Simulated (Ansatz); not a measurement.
Bi in Ansatz: the effect of functional

Bi:

```xyz
4
Lattice="4.7197 0.0000 0.0000 0.0000 4.5860 0.0000 -0.3505 0.0000 6.5976" Properties=species:S:1:pos:R:3 pbc="T T T"
Bi    0.9240    1.1465    4.9399
Bi    3.4452    3.4395    1.6578
Bi    1.0922    1.1465    1.6420
Bi    3.2770    3.4395    4.9556
```

The cell isn't the ideal one: volume scaled by 1.04.

Alike in all runs:

```yaml
Program: Ansatz 0.2.0
Task: single point
Potentials_or_basis: Ansatz PAW
k_mesh: 6 × 6 × 4
Occupations: fermi-dirac, width 0.05 eV
Spin: no spin polarisation
```

```tsv
functional	cutoff	pressure (GPa)
LDA	420 eV (not typed: the program's choice for these potentials)	-4.2
r2SCAN	500 eV (not typed: the program's choice for these potentials)	-1.7
PBE	420 eV (not typed: the program's choice for these potentials)	?
```

Problem. What does the run with functional PBE give?

Solution. Pressure -0.7 GPa.

Caveats: the PAW data sets come from PBE, with cores solved anew for the run's functional, which leaves a small shift of forces and pressure (some runs).
